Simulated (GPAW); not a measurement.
Zn:

```
CELL_PARAMETERS angstrom
2.67000 0.00000 0.00000
-1.33500 2.31229 0.00000
0.00000 0.00000 4.96600
ATOMIC_POSITIONS crystal
Zn 0.66667 0.33333 0.75000
Zn 0.33333 0.66667 0.25000
```

| Property | Result |
| --- | --- |
| Program | GPAW 26.7.0 |
| Task | relaxation of cell and atoms |
| Functional | revPBE |
| Potentials or basis | the program's PAW data sets (release 1.2.1) made for this functional |
| Cutoff | 600 eV |
| Basis | pw |
| k mesh | 8 × 8 × 4 |
| Occupations | fermi-dirac, width 0.05 eV |
| Spin | no spin polarisation |

At the start: pressure 1.5 GPa; volume 15.33 Å³/atom.

Task: How do energy, volume and symmetry change on relaxing?

Result: Over 22 steps the energy falls by 25.2 meV/atom and the volume is 15.31 Å³/atom (-0.1 %); space group P6_3/mmc (No. 194, to 0.05 Å).

Step by step:
```tsv
step	energy change (eV)	largest force (eV/Å)	pressure (GPa)	volume (Å³)
1	0.0000	0.0000	1.55	30.66
2	-0.0018	0.0000	1.32	30.73
3	-0.0051	0.0000	0.89	30.85
4	-0.0094	0.0000	0.34	31.02
5	-0.0142	0.0000	-0.20	31.18
6	-0.0180	0.0000	-0.65	31.32
7	-0.0193	0.0000	-0.94	31.39
8	-0.0194	0.0000	-1.16	31.36
9	-0.0258	0.0000	-1.26	31.22
10	-0.0399	0.0000	-0.89	30.97
11	-0.0497	0.0000	-0.16	30.61
12	-0.0461	0.0000	0.86	30.23
13	-0.0465	0.0000	0.81	30.25
14	-0.0471	0.0000	0.70	30.28
15	-0.0480	0.0000	0.56	30.34
16	-0.0489	0.0000	0.38	30.41
17	-0.0497	0.0000	0.19	30.48
18	-0.0502	0.0000	0.00	30.56
19	-0.0504	0.0000	-0.17	30.62
20	-0.0504	0.0000	-0.17	30.62
21	-0.0504	0.0000	-0.17	30.62
22	-0.0504	0.0000	-0.16	30.62
```

Final structure:
```yaml
crystal:
  lattice:
    - [2.77218, 0.00000, 0.00000]
    - [-1.38609, 2.40078, 0.00000]
    - [0.00000, 0.00000, 4.60034]
  atoms:
    - { symbol: Zn, position: [0.66667, 0.33333, 0.75000] }
    - { symbol: Zn, position: [0.33333, 0.66667, 0.25000] }
```

Caveat: later steps reuse the first step's grids.
